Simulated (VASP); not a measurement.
Write the native input for VASP 6.6.1 that does the following.

```
Task                   : relaxation of cell and atoms
Functional             : r2SCAN
Potentials or basis    : VASP PAW PBE potentials, release 64 (Re)
Cutoff                 : 600 eV
k mesh                 : 15 × 15 × 8
Occupations            : methfessel-paxton, width 0.1 eV
Spin                   : no spin polarisation
Further INCAR settings : ALGO = Normal; EDIFF = 1e-07; IBRION = 2; EDIFFG = -0.005; NSW = 90; ISIF = 3
```

The structure of Re lies in POSCAR:

```
Re                                      
1.0
    2.7555886967     -0.0000000000      0.0000000000
   -1.3777943483      2.3864098137     -0.0000000000
    0.0000000000     -0.0000000000      4.4711623490
  Re            
     2
Direct
     0.3333333332999970    0.6666666667000030    0.2500000000000000
     0.6666666667000030    0.3333333332999970    0.7500000000000000
```

One way to write it, as run:

INCAR

```
SYSTEM = Re
PREC     = Accurate       ! precision mode
ENCUT    = 600            ! plane-wave cutoff, eV
EDIFF    = 1E-7           ! SCF threshold, eV
ISMEAR   = 1              ! smearing method
SIGMA    = 0.1            ! smearing width, eV
LREAL    = .False.        ! projectors in reciprocal space
LASPH    = .True.         ! aspherical terms in the spheres
NELM     = 80             ! most SCF steps
ALGO     = Normal         ! electronic algorithm
ISIF     = 3              ! what is computed and relaxed
LWAVE    = .False.        ! write WAVECAR
LCHARG   = .False.        ! write CHGCAR
METAGGA  = R2SCAN         ! meta-GGA
LMIXTAU  = .True.       
IBRION   = 2              ! ionic algorithm
NSW      = 90             ! ionic steps
EDIFFG   = -0.005         ! ionic threshold
```

KPOINTS

```
Automatic mesh
0
Gamma
  15 15 8
  0 0 0
```

Potentials or basis: VASP PAW PBE potentials, release 64 (Re).

Launch:

```bash
$ cat potpaw_PBE.64/Re/POTCAR > POTCAR
$ mpirun -np 1 vasp_std > vasp.out
```

It gave:

The pressure after relaxing is 0.0 GPa and the band gap on the k mesh is none (metal or under the smearing width).

Caveat: the relaxation stopped at its first step, so nothing moved; the PAW data sets were made with another functional, which shifts forces and pressure a little.

It took 2.5 min on 1 thread of Intel(R) Xeon(R) 6975P-C (Granite Rapids) (shared host), peak memory 0.18 GiB.
